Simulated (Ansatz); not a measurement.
# InSe (R3m) in Ansatz: notebook

One crystal, InSe, is run at these levels: exchange-only PBE; tasks: single point, equation of state.

Everything below comes from runs of Ansatz 0.2.0. Logs are shortened: lines on timing, memory, paths and dates and some standing lists are left out, and cuts for length are marked.

## Step 1: The crystal as given

It takes space group R3m (No. 160, trigonal). The conventional cell has a = 4.000 Å, b = 4.000 Å, c = 25.320 Å, α = 90.00°, β = 90.00°, γ = 120.00°. Around In (site symmetry 3m) lie 3 Se at 2.63 Å and 1 In at 2.82 Å. In (site symmetry 3m) has 3 Se at 2.64 Å and 1 In at 2.82 Å as nearest neighbours. Around Se (site symmetry 3m) lie 3 In at 2.63 Å. Se (site symmetry 3m) has 3 In at 2.64 Å as nearest neighbours.

## Step 2: Single point, exchange-only PBE, 27.48 Å³/atom (volume scaled by 0.94)

Input file input.yaml:

```yaml
crystal:
  lattice:
    - [1.9591722174, 1.1311286071, 8.2677067576]
    - [-1.9591722174, 1.1311286071, 8.2677067576]
    - [0.0, -2.2622572143, 8.2677067576]
  atoms:
    - { symbol: In, position: [0.8886, 0.8886, 0.8886] }
    - { symbol: In, position: [0.0, 0.0, 0.0] }
    - { symbol: Se, position: [0.1719, 0.1719, 0.1719] }
    - { symbol: Se, position: [0.3835, 0.3835, 0.3835] }
hamiltonian:
  xc: { exchange: pbe, correlation: none }
  pseudopotentials: { kind: paw }
kpoints:
  mp_grid: { grid: [8, 8, 8] }
scf:
  occupations: { method: fermi_dirac, width: 0.05 }
output:
  forces: true
  stress: true
  eigenvalues: true
  write_density: true
  write_potential: true
  elf: true
  volumetric_format: npy
```

Potentials or basis: Ansatz PAW.

Command:

```
$ ansatz run input.yaml --threads 2 --pin off --max-ram 5120MiB --backend cpu --events-out ev --progress --plain --runs-dir out
```

Log:

```text
Warning: RAYON_NUM_THREADS=2 ignored (pool sized by the plan → 2); use --threads N
basis.fft_grid_basis auto: the FFT boxes are laid along the combinations [[1, -1, 0], [0, 1, 0], [0, -1, 1]] of the cell's own vectors, 3.918, 8.572 and 3.918 Å long. The dense box has 27×60×27 points. Along the cell's own vectors, as sized, it would have 60×60×60, 4.94 times as many. Of the 6 symmetry operations that the crystal satisfies within crystal.symmetry.tolerance (time reversal apart; of a slab, those that keep its plane) the dense box along the cell's own vectors carries 6, and the one as laid loses 4 of those. basis.fft_grid_basis: typed keeps the cell's own vectors: state it where this run's energies or levels are differenced outside the engine with another run's, or held beside a run that keeps those vectors. Those combinations have planes normal to reciprocal vector 3, as the cell's own vectors have. Each planar average written beside output.write_density, output.write_potential has a row for each plane of the box: 27. The volumetric files lie along those combinations, not along the cell's own vectors: a cube or XSF file states them, and fields.json those of NumPy files.
Engine: ansatz 0.2.0, aarch64-unknown-linux-gnu
Pseudopotentials: kind: paw
Pseudopotential: In, paw, valence charge 13, recommended cutoff 420 eV (normal), In.paw.azcp
Pseudopotential: Se, paw, valence charge 16, recommended cutoff 420 eV (normal), Se.paw.azcp
Functional definition: unnamed
  exchange = pbe_x
  correlation = 0
Crystal: 4 atoms, lattice volume = 109.931 Å³
Basis set: ecut = 420 eV, 2175 PW (Γ), FFT grids on a1−a2, a2, −a2+a3, exchange–correlation on 54×120×54 points (8 copies of the dense FFT grid, shifted against one another)
Bands: 35, of which v1, the nominal top of the filled ones, is band 29 counted from 1 (28 counted from 0)
Symmetry: 6 space group operations
Space group: R3m (ITA 160), of the structure as read, at distance tolerance 4.8e-5 Å
k-points: 65 of 512 (time reversal used)
Non-local potential: In, projectors of the file, l = 0: 2, l = 1: 2, l = 2: 2, l = 3: 2
Non-local potential: Se, projectors of the file, l = 0: 2, l = 1: 2, l = 2: 3, l = 3: 1
PAW form: soft (Blöchl's): semilocal exchange-correlation on the pseudo side does not see the compensation charge
PAW frozen core: In, regenerated for the run's functional, and the local potential with it (the file was generated under x = pbe(κ = 0.804, μ = 0.2195149727645171), c = pbe(β = 0.06672455060314922))
PAW frozen core: Se, regenerated for the run's functional, and the local potential with it (the file was generated under x = pbe(κ = 0.804, μ = 0.2195149727645171), c = pbe(β = 0.06672455060314922))
PAW one-centre angular grid: In, 590 points (default); XC on 64 Gauss nodes
PAW one-centre angular grid: Se, 590 points (default); XC on 64 Gauss nodes
Initial density: superposition of atomic densities (neutral atoms: chi_scale 0, normalization atom), corrected by the library's trained network
Initial wavefunctions: pseudopotential atomic-orbital guess
Functional: x = pbe(κ = 0.804, μ = 0.2195149727645171), c = none
SCF iter   1: F=—  HF=-21901.237789 eV  |F-HF|=—  |Δ(HF+E_count)|=         —  Δρ=6.00e-3  dr2=2.54e-2  ethr=1.77e-3  ⟨swp⟩=6.7  Hψ=9926  notcnv=0
preconditioner: auto → Resta (q_TF=auto, 2.453 Å⁻¹)  ε∞=3.4  [insulator: Δε(μ)=0.643 eV  Ē_g=14.144 eV  σ=0.050 eV  W_gap=1.00  n_scr=30 (ndim 8)  ℏωp=21.8 eV  f_vac=0.066  D(μ)=0.00/eV (n_scr^D=0)  ε∞_Penn≈3.4]
SCF iter   2: F=—  HF=-21901.225626 eV  |F-HF|=—  |Δ(HF+E_count)|=   1.22e-2  Δρ=1.95e-3  dr2=2.54e-3  ethr=4.38e-5  ⟨swp⟩=2.0  Hψ=4979  notcnv=0  defer=74
SCF iter   3: F=—  HF=-21901.225454 eV  |F-HF|=—  |Δ(HF+E_count)|=   1.72e-4  Δρ=5.14e-4  dr2=2.42e-4  ethr=4.38e-6  ⟨swp⟩=2.8  Hψ=4520  notcnv=0  defer=74
SCF iter   4: F=—  HF=-21901.225611 eV  |F-HF|=—  |Δ(HF+E_count)|=   1.58e-4  Δρ=7.77e-5  dr2=7.77e-6  ethr=4.17e-7  ⟨swp⟩=2.0  Hψ=2825  notcnv=0  defer=74
SCF iter   5: F=—  HF=-21901.225625 eV  |F-HF|=—  |Δ(HF+E_count)|=   1.38e-5  Δρ=2.42e-5  dr2=1.17e-6  ethr=1.34e-8  ⟨swp⟩=2.0  Hψ=3956  notcnv=0  defer=74
SCF iter   6: F=—  HF=-21901.225626 eV  |F-HF|=—  |Δ(HF+E_count)|=   6.47e-7  Δρ=1.22e-5  dr2=2.35e-7  ethr=2.02e-9  ⟨swp⟩=2.0  Hψ=3985  notcnv=0  defer=74
SCF iter   7: F=-21901.225626 eV  HF=-21901.225626 eV  |F-HF|=2.04e-8  |Δ(HF+E_count)|=   1.04e-7  Δρ=3.22e-6  dr2=1.12e-8  ethr=1.72e-10  ⟨swp⟩=12.7  Hψ=17765  notcnv=0
SCF 1 converged in 7 iterations: F = -21901.225626 eV  dr2 = 1.12e-8
  Residual-converged pass: ⟨swp⟩=1.0  Hψ=2535  notcnv=0  max |occ|·‖R‖ = 7.0e-9 eV (tolerance 1.0e-8 eV)  dr2=1.12e-8  dr2_onsite=2.22e-9  max |Δocc| = 1.6e-13
SCF converged after 7 iterations
Free energy (F): -21901.225626 eV
Harris-Foulkes:  -21901.225626 eV  (|F-HF|=2.04e-8)
Internal energy: -21901.225619 eV  (E = F + TS)
E sigma→0 (E₀):  -21901.225622 eV
Entropy (-TS):   -0.000007 eV (-0.002 meV/atom)
Fermi energy:    9.905984 eV
--- Per-component energies (eV) ---
  E_band       = -779.065318
  E_kinetic    = 729.692477
  E_local      = -7717.531575  (includes V_loc(G=0)·N_el)
  E_nonlocal   = -476.664137
  E_hartree    = 3578.764937
  E_xc         = -589.997213
  E_vxc        = -358.635308  (∫ρ·V_xc dr)
  E_paw        = -11950.381705  (= ΣΔE_a)
  E_vpaw       = -113.455232  (= ΣTr[D̂ρ^β])
  E_aug_tail   = -0.001141  (compensation charges beyond the density's cutoff)
  E_ewald      = -5475.990082
  E_core_change = 0.882820  (= ΣΔE_core)
  E_smearing   = -0.000007  (= −TS)
  E_closure    = 0.000000  (closes the sum)
  Σ components = -21901.225626   (vs F -21901.225626, Δ=0.00e0)
--- Forces (eV/Å), atoms counted from 1 ---
  atom   1  In     0.00000000    -0.00000000     0.89409610
  atom   2  In     0.00000000     0.00000000    -0.89305889
  atom   3  Se     0.00000000     0.00000000    -1.34730413
  atom   4  Se     0.00000000    -0.00000000     1.34625484
  max |Σ_I F_I| component: 1.21e-5 eV/Å
--- Stress (GPa, compression-positive) ---
       16.443814       0.000000       0.000000
       -0.000000      16.443814       0.000000
        0.000000       0.000000      13.324605
  P = ⅓ Tr σ = 15.4041 GPa (154.041 kbar)
--- Band table (eV; the first three rows and the last of 65) ---
  k-point 0: bands = ["-37.6815", "-37.6815", "-37.6742", "-37.6742", "-37.6499", "-37.6499", "-37.6445", "-37.6445", "-37.6377", "-37.6328", "-5.2762", "-5.0678", "-5.0678", "-4.9809", "-4.9809", "-4.9532", "-4.9532", "-4.8234", "-4.7547", "-4.7547", "-4.3330", "-3.8247", "2.9780", "6.1050", "7.9289", "8.2232", "8.2232", "8.3251", "8.3251", "11.4520", "11.9252", "14.0323", "14.0323", "14.9307", "15.1941"]
  k-point 1: bands = ["-37.6815", "-37.6815", "-37.6742", "-37.6742", "-37.6500", "-37.6499", "-37.6445", "-37.6445", "-37.6377", "-37.6328", "-5.2933", "-5.1445", "-5.0924", "-5.0632", "-4.9669", "-4.9586", "-4.9446", "-4.8131", "-4.7564", "-4.7054", "-4.1104", "-3.6572", "3.1060", "5.8115", "7.1710", "7.7931", "8.0068", "8.1442", "8.3649", "11.8134", "12.5879", "13.4015", "14.2000", "14.5332", "15.2968"]
  k-point 2: bands = ["-37.6815", "-37.6813", "-37.6742", "-37.6740", "-37.6500", "-37.6499", "-37.6445", "-37.6445", "-37.6376", "-37.6327", "-5.3848", "-5.2503", "-5.1892", "-5.0577", "-4.9720", "-4.9332", "-4.9180", "-4.8224", "-4.7600", "-4.6371", "-3.6209", "-3.2501", "3.3441", "4.9545", "5.8779", "7.4173", "7.5792", "7.7279", "8.4743", "11.6830", "11.9344", "13.7322", "14.0519", "14.4416", "16.1565"]
  k-point 64: bands = ["-37.6815", "-37.6815", "-37.6742", "-37.6742", "-37.6499", "-37.6499", "-37.6445", "-37.6445", "-37.6377", "-37.6328", "-5.2740", "-5.0681", "-5.0681", "-4.9807", "-4.9807", "-4.9532", "-4.9532", "-4.8562", "-4.7546", "-4.7546", "-4.0963", "-4.0529", "3.4018", "5.0212", "8.1454", "8.1454", "8.4107", "8.4107", "9.5860", "10.2068", "11.9302", "13.9403", "13.9403", "15.3332", "15.3332"]
```

It took 17 s on 2 threads of Arm Neoverse V1, shared host; peak memory 0.48 GiB.

Results:

| Property | Result |
| --- | --- |
| Free energy | -21901.2256 eV |
| Pressure | 15.4 GPa |
| Largest force | 1.347 eV/Å |
| Band gap on the k mesh | 0.62 eV, direct |

Caveat: spin-orbit coupling is left out, which moves the levels of the heavy elements; the PAW data sets come from PBE, with cores solved anew for the run's functional, which leaves a small shift of forces and pressure; forces of over 1 eV/Å show positions far from the minimum, so gaps and moduli don't describe the material at rest.

## Step 3: Single point, exchange-only PBE, 28.07 Å³/atom (volume scaled by 0.96)

Changes to input.yaml since step 2:

```diff
@@ -2,5 +2,5 @@
   lattice:
-    - [1.9591722174, 1.1311286071, 8.2677067576]
-    - [-1.9591722174, 1.1311286071, 8.2677067576]
-    - [0.0, -2.2622572143, 8.2677067576]
+    - [1.9729696595, 1.139094564, 8.3259319629]
+    - [-1.9729696595, 1.139094564, 8.3259319629]
+    - [0.0, -2.278189128, 8.3259319629]
   atoms:
@@ -21,5 +21 @@
   eigenvalues: true
-  write_density: true
-  write_potential: true
-  elf: true
-  volumetric_format: npy
```

Potentials or basis: Ansatz PAW.

Command:

```
$ ansatz run input.yaml --threads 2 --pin off --max-ram 5120MiB --backend cpu --events-out ev --progress --plain --runs-dir out
```

It took 11 s on 2 threads of Arm Neoverse V1, shared host; peak memory 0.46 GiB.

The run converged. Its results:

* Free energy: -21901.4371 eV
* Pressure: 13.6 GPa
* Largest force: 1.154 eV/Å
* Band gap on the k mesh: 0.55 eV, direct

Caveat: spin-orbit coupling is left out, which moves the levels of the heavy elements; the PAW data sets come from PBE, with cores solved anew for the run's functional, which leaves a small shift of forces and pressure; forces of over 1 eV/Å show positions far from the minimum, so gaps and moduli don't describe the material at rest.

## Step 4: Single point, exchange-only PBE, 28.65 Å³/atom (volume scaled by 0.98)

Changes to input.yaml since step 3:

```diff
@@ -2,5 +2,5 @@
   lattice:
-    - [1.9729696595, 1.139094564, 8.3259319629]
-    - [-1.9729696595, 1.139094564, 8.3259319629]
-    - [0.0, -2.278189128, 8.3259319629]
+    - [1.9865767768, 1.1469506368, 8.3833539979]
+    - [-1.9865767768, 1.1469506368, 8.3833539979]
+    - [0.0, -2.2939012737, 8.3833539979]
   atoms:
```

Command:

```
$ ansatz run input.yaml --threads 2 --pin off --max-ram 5120MiB --backend cpu --events-out ev --progress --plain --runs-dir out
```

It took 11 s on 2 threads of Arm Neoverse V1, shared host; peak memory 0.47 GiB.

It converged, with:

| Quantity | Value |
| --- | --- |
| Free energy | -21901.6236 eV |
| Pressure | 12.0 GPa |
| Largest force | 0.976 eV/Å |
| Band gap on the k mesh | 0.49 eV, direct |

Caveat: spin-orbit coupling is left out, which moves the levels of the heavy elements; the PAW data sets come from PBE, with cores solved anew for the run's functional, which leaves a small shift of forces and pressure.

## Step 5: Single point, exchange-only PBE, 29.24 Å³/atom

Changes to input.yaml since step 4:

```diff
@@ -2,5 +2,5 @@
   lattice:
-    - [1.9865767768, 1.1469506368, 8.3833539979]
-    - [-1.9865767768, 1.1469506368, 8.3833539979]
-    - [0.0, -2.2939012737, 8.3833539979]
+    - [2.0, 1.1547005384, 8.44]
+    - [-2.0, 1.1547005384, 8.44]
+    - [0.0, -2.3094010768, 8.44]
   atoms:
```

Command:

```
$ ansatz run input.yaml --threads 2 --pin off --max-ram 5120MiB --backend cpu --events-out ev --progress --plain --runs-dir out
```

Run time: 11 s. Hardware: 2 threads of Arm Neoverse V1, shared host; peak memory 0.47 GiB.

Results (log left out):

| Quantity | Value |
| --- | --- |
| Free energy | -21901.7874 eV |
| Pressure | 10.5 GPa |
| Largest force | 0.810 eV/Å |
| Band gap on the k mesh | 0.43 eV, direct |

Caveat: spin-orbit coupling is left out, which moves the levels of the heavy elements; the PAW data sets come from PBE, with cores solved anew for the run's functional, which leaves a small shift of forces and pressure.

## Step 6: Single point, exchange-only PBE, 29.82 Å³/atom (volume scaled by 1.02)

Changes to input.yaml since step 5:

```diff
@@ -2,5 +2,5 @@
   lattice:
-    - [2.0, 1.1547005384, 8.44]
-    - [-2.0, 1.1547005384, 8.44]
-    - [0.0, -2.3094010768, 8.44]
+    - [2.0132454191, 1.1623477847, 8.4958956687]
+    - [-2.0132454191, 1.1623477847, 8.4958956687]
+    - [0.0, -2.3246955694, 8.4958956687]
   atoms:
@@ -21 +21,5 @@
   eigenvalues: true
+  write_density: true
+  write_potential: true
+  elf: true
+  volumetric_format: npy
```

Potentials or basis: Ansatz PAW.

Command:

```
$ ansatz run input.yaml --threads 2 --pin off --max-ram 5120MiB --backend cpu --events-out ev --progress --plain --runs-dir out
```

Wall time 17 s (2 threads of Arm Neoverse V1, shared host); peak memory 0.49 GiB.

The run converged. Its results:

- Free energy: -21901.9307 eV
- Pressure: 9.2 GPa
- Largest force: 0.656 eV/Å
- Band gap on the k mesh: 0.38 eV, direct

Caveat: spin-orbit coupling is left out, which moves the levels of the heavy elements; the PAW data sets come from PBE, with cores solved anew for the run's functional, which leaves a small shift of forces and pressure.

## Step 7: Single point, exchange-only PBE, 30.41 Å³/atom (volume scaled by 1.04)

Changes to input.yaml since step 6:

```diff
@@ -2,5 +2,5 @@
   lattice:
-    - [2.0132454191, 1.1623477847, 8.4958956687]
-    - [-2.0132454191, 1.1623477847, 8.4958956687]
-    - [0.0, -2.3246955694, 8.4958956687]
+    - [2.0263188076, 1.1698957091, 8.5510653682]
+    - [-2.0263188076, 1.1698957091, 8.5510653682]
+    - [0.0, -2.3397914182, 8.5510653682]
   atoms:
@@ -21,5 +21 @@
   eigenvalues: true
-  write_density: true
-  write_potential: true
-  elf: true
-  volumetric_format: npy
```

Command:

```
$ ansatz run input.yaml --threads 2 --pin off --max-ram 5120MiB --backend cpu --events-out ev --progress --plain --runs-dir out
```

It took 11 s on 2 threads of Arm Neoverse V1, shared host; peak memory 0.48 GiB.

It converged, with:

| Property | Result |
| --- | --- |
| Free energy | -21902.0554 eV |
| Pressure | 7.9 GPa |
| Largest force | 0.514 eV/Å |
| Band gap on the k mesh | 0.32 eV, direct |

Caveat: spin-orbit coupling is left out, which moves the levels of the heavy elements; the PAW data sets come from PBE, with cores solved anew for the run's functional, which leaves a small shift of forces and pressure.

## Step 8: Single point, exchange-only PBE, 30.99 Å³/atom (volume scaled by 1.06)

Changes to input.yaml since step 7:

```diff
@@ -2,5 +2,5 @@
   lattice:
-    - [2.0263188076, 1.1698957091, 8.5510653682]
-    - [-2.0263188076, 1.1698957091, 8.5510653682]
-    - [0.0, -2.3397914182, 8.5510653682]
+    - [2.0392256448, 1.177347475, 8.6055322212]
+    - [-2.0392256448, 1.177347475, 8.6055322212]
+    - [0.0, -2.35469495, 8.6055322212]
   atoms:
@@ -21 +21,5 @@
   eigenvalues: true
+  write_density: true
+  write_potential: true
+  elf: true
+  volumetric_format: npy
```

Command:

```
$ ansatz run input.yaml --threads 2 --pin off --max-ram 5120MiB --backend cpu --events-out ev --progress --plain --runs-dir out
```

Run time: 17 s. Hardware: 2 threads of Arm Neoverse V1, shared host; peak memory 0.5 GiB.

It converged, with:

```yaml
Free_energy: -21902.1631 eV
Pressure: 6.8 GPa
Largest_force: 0.381 eV/Å
Band_gap_on_the_k_mesh: 0.28 eV, direct
```

Caveat: spin-orbit coupling is left out, which moves the levels of the heavy elements; the PAW data sets come from PBE, with cores solved anew for the run's functional, which leaves a small shift of forces and pressure.

## Step 9: Equation of state, exchange-only PBE

Potentials or basis: Ansatz PAW.

This step only gathers the single runs of the series.

Results:

```yaml
Equilibrium_volume: outside the volumes run
```

Energy against volume, from the lowest point:
```tsv
volume (Å³/atom)	energy (meV/atom)
27.483	234.38
28.068	181.50
28.652	134.88
29.237	93.93
29.822	58.11
30.406	26.94
30.991	0.00
```

Caveat: the potentials were made for another functional, which shifts forces and pressure.
